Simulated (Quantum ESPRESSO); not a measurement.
The system is Ag.

```xyz
1
Lattice="0.0000 2.0427 2.0427 2.0427 0.0000 2.0427 2.0427 2.0427 0.0000" Properties=species:S:1:pos:R:3 pbc="T T T"
Ag    0.0000    0.0000    0.0000
```

Base run:

- Program: Quantum ESPRESSO 7.5
- Functional: vdW-DF3-opt1
- Potentials or basis: PseudoDojo 0.4.1 SR PBE standard
- Cutoff: 1116 eV
- Density cutoff: 4463 eV
- k mesh: 11 × 11 × 11
- Occupations: fermi-dirac, width 0.05 eV
- Spin: no spin polarisation

Its results: band gap on the k mesh none (metal or under the smearing width); pressure -1.4 GPa.

Problem. The run is repeated on the same cell with these changes: functional from vdW-DF3-opt1 to rev-vdW-DF2. What comes out?

Solution. Band gap on the k mesh none (metal or under the smearing width); pressure 0.8 GPa.

Caveats: the potentials were made for another functional, which shifts forces and pressure.
